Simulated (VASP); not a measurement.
# AlP: single point with LDA

**The experiment to reproduce.**

A printed reference work, data compilation reports, for a bulk crystal of AlP at 4.2 K: band gap 2.505 eV (indirect).

AlP:

```xyz
2
Lattice="0.0000 2.7033 2.7033 2.7033 0.0000 2.7033 2.7033 2.7033 0.0000" Properties=species:S:1:pos:R:3 pbc="T T T"
Al    0.0000    0.0000    0.0000
P     4.0550    4.0550    4.0550
```

```yaml
Program: VASP 6.6.1
Task: single point
Functional: LDA
Potentials_or_basis: VASP PAW LDA potentials, release 64 (Al, P)
Cutoff: 500 eV
k_mesh: 8 × 8 × 8
Occupations: gaussian, width 0.01 eV
Spin: no spin polarisation
Dipole_correction: no
Further_INCAR_settings: ALGO = Normal; EDIFF = 1e-06; NBANDS = 11
```

```
Pressure               : 1.5 GPa
Band gap on the k mesh : 1.38 eV, indirect (least direct gap 3.37 eV)
```

Levels at points of the mesh, in eV from the valence-band top:
| k point | band 1 | band 2 | band 3 | band 4 | band 5 | band 6 | band 7 | band 8 |
| --- | --- | --- | --- | --- | --- | --- | --- | --- |
| (0.00, 0.00, 0.00) | -11.68 | 0.00 | 0.00 | 0.00 | 3.37 | 4.51 | 4.51 | 4.51 |
| (0.50, 0.00, 0.00) | -9.91 | -5.71 | -0.79 | -0.79 | 2.78 | 4.74 | 4.74 | 8.15 |
| (0.50, 0.50, 0.00) | -9.20 | -5.45 | -2.18 | -2.18 | 1.38 | 2.32 | 11.14 | 11.14 |

Wall time 5.5 s on 1 thread of AMD EPYC 9R45 96-Core Processor (Zen 5) (shared host), peak memory 0.11 GiB.

Against the measured gap of AlP, 2.505 eV (indirect; 4.2 K; a printed reference work, data compilation), the calculated 1.38 eV is off by -1.12 eV. The value is that of LDA on a finite k mesh, which can miss the band edges, without temperature or zero-point motion. Semilocal functionals fall short of measured gaps as a rule.
